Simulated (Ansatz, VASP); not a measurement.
## Two plane-wave programs on SiNi

The input INCAR:

```
SYSTEM = SiNi
ALGO     = Normal         ! electronic algorithm
EDIFF    = 1E-7           ! SCF threshold, eV
EDIFFG   = -0.05          ! ionic threshold
ENCUT    = 600            ! plane-wave cutoff, eV
GGA      = PE             ! functional
IBRION   = 2              ! ionic algorithm
ISIF     = 3              ! what is computed and relaxed
ISMEAR   = 0              ! smearing method
LASPH    = .TRUE.         ! aspherical terms in the spheres
LCHARG   = .FALSE.        ! write CHGCAR
LREAL    = .FALSE.        ! projectors in reciprocal space
LWAVE    = .FALSE.        ! write WAVECAR
NELM     = 60             ! most SCF steps
NSW      = 100            ! ionic steps
PREC     = Accurate       ! precision mode
SIGMA    = 0.1            ! smearing width, eV
```

File KPOINTS:

```
k-points
0
G
  8 8 8
  0 0 0
```

The input POSCAR:

```
SiNi
1.0
    0.0000000000      2.4708105934      2.4708105934
    2.4708105934      0.0000000000      2.4708105934
    2.4708105934      2.4708105934      0.0000000000
Ni Si
1 1
Direct
    0.0000000000      0.0000000000      0.0000000000
    0.2500000000      0.2500000000      0.2500000000
```

Input for Ansatz:

```yaml
crystal:
  lattice:
    - [0.0, 2.4708105934, 2.4708105934]
    - [2.4708105934, 0.0, 2.4708105934]
    - [2.4708105934, 2.4708105934, 0.0]
  atoms:
    - { symbol: Ni, position: [0.0, 0.0, 0.0] }
    - { symbol: Si, position: [0.25, 0.25, 0.25] }
basis:
  ecutwfc: 420
kpoints:
  mp_grid: { grid: [8, 8, 8] }
hamiltonian:
  xc: pbe
scf:
  occupations: { method: gaussian, width: 0.1 }
output:
  forces: true
  stress: true
  eigenvalues: true
relax:
  adjacent_minimum: "off"
  f_tol: 0.05
  max_steps: 80
  cell: { stress_tol: 0.5 }
```

The cell was built by a generator and needn't be a form met in nature.

Alike in both runs: task relaxation of cell and atoms; functional PBE; k mesh 8 × 8 × 8; occupations gaussian, width 0.1 eV; no spin polarisation.

|  | VASP | Ansatz |
| --- | --- | --- |
| version | VASP 6.6.1 | Ansatz 0.2.0 |
| potentials or method | VASP PAW PBE potentials, release 64 (Ni, Si) | scalar-relativistic, plane waves, PAW |
| plane-wave cutoff (eV) | 600 | 420 |
| valence electrons in the cell | 14 | 22 |

|  | VASP | Ansatz | Ansatz less VASP |
| --- | --- | --- | --- |
| gap on the k mesh at the Fermi level, each at its own relaxed structure (eV) | none | none | - |
| relaxed volume (Å³/atom) | 17.08 | 17.04 | -0.042 |
| relaxed cell length with the largest relative difference (Å) | 3.642 | 3.639 | -0.0030 |
| energy change over the relaxation (meV/atom) | -88 | -89 | -0.4 |

A gap of «none» marks a metal or a gap that the smearing closes. The two sets of potentials don't hold the same shells in valence.

 Spin polarisation is off, so any magnetic state and its effect on volume and gap are missing.
